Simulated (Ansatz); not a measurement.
# CdIn2O4: the cost of one run

Method: DFT, PBE, plane-wave PAW, default files, scalar-relativistic, as far as a step names no other, in Ansatz 0.2.0.

### 1 The structure to begin with

The structure is cubic, space group Fd-3m (No. 227). Conventional cell: a = 9.166 Å, b = 9.166 Å, c = 9.166 Å, α = 90.00°, β = 90.00°, γ = 90.00°. Cd (site symmetry -43m) is surrounded by 4 O at 2.14 Å. In (site symmetry -3m) is surrounded by 6 O at 2.20 Å. O (site symmetry 3m) is surrounded by 1 Cd at 2.14 Å and 3 In at 2.20 Å.

Structure file:

```cif
data_structure
_symmetry_space_group_name_H-M 'P 1'
_symmetry_Int_Tables_number 1
_cell_length_a 6.4813
_cell_length_b 6.4813
_cell_length_c 6.4813
_cell_angle_alpha 60.000
_cell_angle_beta 60.000
_cell_angle_gamma 60.000
_cell_volume 192.52
loop_
_atom_site_label
_atom_site_type_symbol
_atom_site_fract_x
_atom_site_fract_y
_atom_site_fract_z
_atom_site_occupancy
Cd1 Cd 0.50000 0.50000 0.50000 1
Cd2 Cd 0.75000 0.75000 0.75000 1
In1 In 0.12500 0.12500 0.12500 1
In2 In 0.62500 0.12500 0.12500 1
In3 In 0.12500 0.12500 0.62500 1
In4 In 0.12500 0.62500 0.12500 1
O1 O 0.36500 0.36500 0.36500 1
O2 O 0.34500 0.88500 0.88500 1
O3 O 0.36500 0.36500 0.90500 1
O4 O 0.88500 0.34500 0.88500 1
O5 O 0.90500 0.36500 0.36500 1
O6 O 0.88500 0.88500 0.88500 1
O7 O 0.36500 0.90500 0.36500 1
O8 O 0.88500 0.88500 0.34500 1
```

### 2 Single point at the given positions

File input.yaml:

```yaml
crystal:
  lattice:
    - [0.0, 4.583, 4.583]
    - [4.583, 0.0, 4.583]
    - [4.583, 4.583, 0.0]
  atoms:
    - { symbol: Cd, position: [0.5, 0.5, 0.5] }
    - { symbol: Cd, position: [0.75, 0.75, 0.75] }
    - { symbol: In, position: [0.125, 0.125, 0.125] }
    - { symbol: In, position: [0.625, 0.125, 0.125] }
    - { symbol: In, position: [0.125, 0.125, 0.625] }
    - { symbol: In, position: [0.125, 0.625, 0.125] }
    - { symbol: O, position: [0.365, 0.365, 0.365] }
    - { symbol: O, position: [0.345, 0.885, 0.885] }
    - { symbol: O, position: [0.365, 0.365, 0.905] }
    - { symbol: O, position: [0.885, 0.345, 0.885] }
    - { symbol: O, position: [0.905, 0.365, 0.365] }
    - { symbol: O, position: [0.885, 0.885, 0.885] }
    - { symbol: O, position: [0.365, 0.905, 0.365] }
    - { symbol: O, position: [0.885, 0.885, 0.345] }
kpoints:
  mp_grid: { grid: [4, 4, 4] }
scf:
  occupations: { method: fermi_dirac, width: 0.02 }
hamiltonian:
  xc: pbe
  pseudopotentials: { kind: paw }
output:
  forces: true
  stress: true
  populations: true
  efg:
    quadrupole_moments_barn: { In: 0.772, O: -0.02558 }
    contact_densities: true
```

The run is started by

```bash
$ ansatz run input.yaml --threads 1 --pin off --max-ram 2560MiB --backend cpu --events-out ev --progress --plain --runs-dir out
```

**Question.** How long does this run take on 1 thread of Intel Xeon Platinum 8259CL at 2.50GHz (Skylake/Cascade Lake), shared host, and how much memory does it need?

About 20 s, with a peak of 0.67 GiB.
